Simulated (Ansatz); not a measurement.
Relaxed-ion elastic tensor of BeO in space group P6_3mc (No. 186; Be on 2a, Be on 2b, O on 2a, O on 2b) in GPa (Voigt order), the program Ansatz at the LDA level (PAW); density 3.12 g/cm³, 6.65 Å³ per atom.

|  | 1 | 2 | 3 | 4 | 5 | 6 |
|---|---|---|---|---|---|---|
| 1 | 465 | 141 | 88.3 | 0.0 | 0.0 | 0.0 |
| 2 | 141 | 465 | 88.3 | 0.0 | 0.0 | 0.0 |
| 3 | 88.3 | 88.3 | 520 | 0.0 | 0.0 | 0.0 |
| 4 | 0.0 | 0.0 | 0.0 | 143 | 0.0 | 0.0 |
| 5 | 0.0 | 0.0 | 0.0 | 0.0 | 143 | 0.0 |
| 6 | 0.0 | 0.0 | 0.0 | 0.0 | 0.0 | 162 |

Question: Is the crystal mechanically stable?

Answer: Yes: the smallest eigenvalue of C is 143 GPa.

Question: Work out the Voigt, Reuss and Hill averages.

Answer: K_V = 232, K_R = 232, K_H = 232; G_V = 165, G_R = 162, G_H = 163 GPa.

Question: Give Young's modulus, Poisson's ratio, Pugh's ratio and the universal anisotropy index.

Answer: E = 9KG/(3K + G) = 397 GPa; ν = 0.21; K/G = 1.42 (brittle by the Pugh limit of 1.75); A_U = 5G_V/G_R + K_V/K_R − 6 = 0.11.

Question: Estimate the sound speeds and the Debye temperature.

Answer: v_l = √((K + 4G/3)/ρ) = 12000 m/s, v_t = √(G/ρ) = 7230 m/s, mean 8000 m/s; Θ = (h/k)(3n/4πV)^(1/3) v_m = 1270 K.

Question: Solve the Christoffel equation for the three sound speeds along x, y, z.

Answer: Eigenvalues of C_ijkl n_j n_l equal ρv² (piezoelectric stiffening left out). In km/s, slowest first: x 6.77, 7.20, 12.20; y 6.77, 7.20, 12.20; z 6.77, 6.77, 12.90.

Question: How much does each axis shrink under pressure?

Answer: Linear compressibilities β_i = Σ_j S_ij (j = 1 to 3): x 1.4, y 1.4, z 1.4 per TPa.

A made-up cell: these elements were put on the sites of a structure type. Its sites differ from those of the usual phase in this space group: another stacking or structure type. The LDA relaxation kept the symmetry of its start; phonons on a q-mesh show no instability.

Potentials: the later of the program's two PAW sets.
